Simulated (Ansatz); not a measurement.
CuAu: equation of state with PBE

The system is CuAu.

```xyz
2
Lattice="2.8107 0.0000 0.0000 0.0000 2.8107 0.0000 0.0000 0.0000 3.6850" Properties=species:S:1:pos:R:3 pbc="T T T"
Au    0.0000    0.0000    0.0000
Cu    1.4054    1.4054    1.8425
```

* Program: Ansatz 0.2.0
* Task: equation of state
* Functional: PBE
* Potentials or basis: Ansatz PAW
* Cutoff: 420 eV
* Density cutoff: 1680 eV
* k mesh: 9 × 9 × 7
* Occupations: fermi-dirac, width 0.05 eV
* Spin: no spin polarisation

```
Equilibrium volume                        : 14.99 Å³/atom
Bulk modulus at fixed shape and positions : 142 GPa
Pressure derivative of the bulk modulus   : 5.6
```

Energy against volume, from the lowest point:
| volume (Å³/atom) | energy (meV/atom) |
| --- | --- |
| 13.683 | 61.07 |
| 13.974 | 34.96 |
| 14.265 | 16.69 |
| 14.556 | 5.31 |
| 14.847 | 0.00 |
| 15.139 | 0.03 |
| 15.430 | 4.77 |

All runs of the series together: 7.1 s on 2 threads of Arm Neoverse V2 (shared host).

Caveat: the cell was scaled at fixed shape and fractional positions, which overstates the stiffness of a crystal with free parameters, most of all of layers and chains. Spin-orbit coupling is left out, which matters for the levels of Au.
